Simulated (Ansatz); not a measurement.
Na in Ansatz: the effect of target pressure

Na:

```
CELL_PARAMETERS angstrom
3.76700 0.00000 0.00000
-1.88350 3.26232 0.00000
0.00000 0.00000 6.15400
ATOMIC_POSITIONS crystal
Na 0.66667 0.33333 0.75000
Na 0.33333 0.66667 0.25000
```

This isn't the form of Na at room conditions, which is bcc.

Alike in all runs:

- Program: Ansatz 0.2.0
- Task: relaxation of cell and atoms
- Functional: r2SCAN
- Potentials or basis: Ansatz PAW
- Cutoff: 500 eV (not typed: the program's choice for these potentials)
- k mesh: 8 × 8 × 5
- Occupations: fermi-dirac, width 0.05 eV
- Spin: no spin polarisation

Each run relaxes the cell or the atoms first.

| target pressure | relaxed volume (Å³/atom) |
| --- | --- |
| 0 GPa | 37.77 |
| 2 GPa | 31.34 |
| 5 GPa | 26.71 |
| 10 GPa | 22.63 |
| 20 GPa | 18.58 |
| 30 GPa | ? |

Q: What does the run with target pressure 30 GPa give?

A: Relaxed volume 16.35 Å³/atom.

Worked out: In Murnaghan's law V^(-B') rises as a straight line in P. The other rows fit best with B' = 3.0, V0 = 37.88 Å³/atom and B0 = 8 GPa, which gives 16.46 Å³/atom at 30 GPa, against the run's 16.35.

Caveats: the plane-wave basis is chosen anew once the cell has moved, so the energies of steps on either side of that aren't comparable; the PAW data sets come from PBE, with cores solved anew for the run's functional, which leaves a small shift of forces and pressure; the volume moved by over 15 % at a fixed basis, so the end points are rough (some runs).
